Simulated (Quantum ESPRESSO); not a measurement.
A calculation with Quantum ESPRESSO 7.5 of TiAl (native input, structure typed inline):

Contents of pw.in:

```
&CONTROL
  calculation = 'scf'
  prefix = 'pwscf'
  outdir = './tmp'
  pseudo_dir = './pseudo'
  tprnfor = .true.
  tstress = .true.
  disk_io = 'low'
/
&SYSTEM
  ibrav = 0
  nat = 2
  ntyp = 2
  ecutwfc = 45
  ecutrho = 360
  nbnd = 13
  occupations = 'smearing'
  smearing = 'fd'
  degauss = 0.00367493
/
&ELECTRONS
  conv_thr = 4d-10
  electron_maxstep = 120
  mixing_beta = 0.5
/
ATOMIC_SPECIES
Ti    47.8670 ti_pbesol_v1.4.uspp.F.UPF
Al    26.9815 al_pbesol_v1.uspp.F.UPF
CELL_PARAMETERS angstrom
   3.1790640000    0.0000000000    0.0000000000
   0.0000000000    3.1790640000    0.0000000000
   0.0000000000    0.0000000000    3.1790640000
ATOMIC_POSITIONS crystal
Ti     0.0000000000    0.0000000000    0.0000000000
Al     0.5000000000    0.5000000000    0.5000000000
K_POINTS automatic
8 8 8 0 0 0
```

File pp_density.in:

```
&INPUTPP
  prefix = 'pwscf'
  outdir = './tmp'
  filplot = 'density.dat'
  plot_num = 0
/
&PLOT
  nfile = 1
  filepp(1) = 'density.dat'
  iflag = 3
  output_format = 6
  fileout = 'density.cube'
/
```

File pp_potential.in:

```
&INPUTPP
  prefix = 'pwscf'
  outdir = './tmp'
  filplot = 'potential.dat'
  plot_num = 11
/
&PLOT
  nfile = 1
  filepp(1) = 'potential.dat'
  iflag = 3
  output_format = 6
  fileout = 'potential.cube'
/
```

Potentials or basis: GBRV 1.5 PBEsol.

Command:

```bash
$ OMP_NUM_THREADS=1 mpirun -n 2 pw.x -nk 2 -in pw.in > pw.out
$ OMP_NUM_THREADS=1 mpirun -n 1 pp.x -in pp_density.in > pp_density.out
$ OMP_NUM_THREADS=1 mpirun -n 1 pp.x -in pp_potential.in > pp_potential.out
```

The cell comes from a database or a generator and needn't be the stable form of this composition.

Problem. Write the same calculation in another form: ASE script, structure typed inline.

Solution. As run:

The input run.py:

```python
import numpy as np
from ase.calculators.espresso import Espresso, EspressoProfile
from ase import Atoms

atoms = Atoms(['Ti', 'Al'],
              cell=[[3.179064, 0.0, 0.0], [0.0, 3.179064, 0.0], [0.0, 0.0, 3.179064]],
              scaled_positions=[[0.0, 0.0, 0.0], [0.5, 0.5, 0.5]],
              pbc=True)

input_data = {
    'control': {'calculation': 'scf', 'prefix': 'pwscf', 'outdir': './tmp', 'tprnfor': True, 'tstress': True, 'disk_io': 'nowf'},
    'system': {'ecutwfc': 45.0, 'ecutrho': 360.0, 'nbnd': 13, 'occupations': 'smearing', 'smearing': 'fd', 'degauss': 0.00367493},
    'electrons': {'conv_thr': 4e-10, 'electron_maxstep': 120, 'mixing_beta': 0.5},
}
pseudopotentials = {'Ti': 'ti_pbesol_v1.4.uspp.F.UPF', 'Al': 'al_pbesol_v1.uspp.F.UPF'}
profile = EspressoProfile(command='mpirun -n 2 pw.x -nk 2', pseudo_dir='pseudo')
dft = Espresso(profile=profile, input_data=input_data, pseudopotentials=pseudopotentials, kpts=(8, 8, 8), koffset=(0, 0, 0))
atoms.calc = dft

print(f'energy {atoms.get_potential_energy():.8f} eV')
print('forces (eV/A)')
print(np.round(atoms.get_forces(), 6))
print('stress (eV/A^3, Voigt)')
print(np.round(atoms.get_stress(), 8))
print(f'Fermi level {dft.get_fermi_level():.4f} eV')
```

Potentials or basis: GBRV 1.5 PBEsol.

Run with:

```console
$ OMP_NUM_THREADS=1 python run.py
```

Both were run:

|  | native input, structure typed inline | ASE script, structure typed inline |
| --- | --- | --- |
| Pressure | -2.5 GPa | -2.5 GPa |
| Band gap on the k mesh | none (metal or under the smearing width) | none (metal or under the smearing width) |

Keys that steer only the numerical path or the files written may differ.
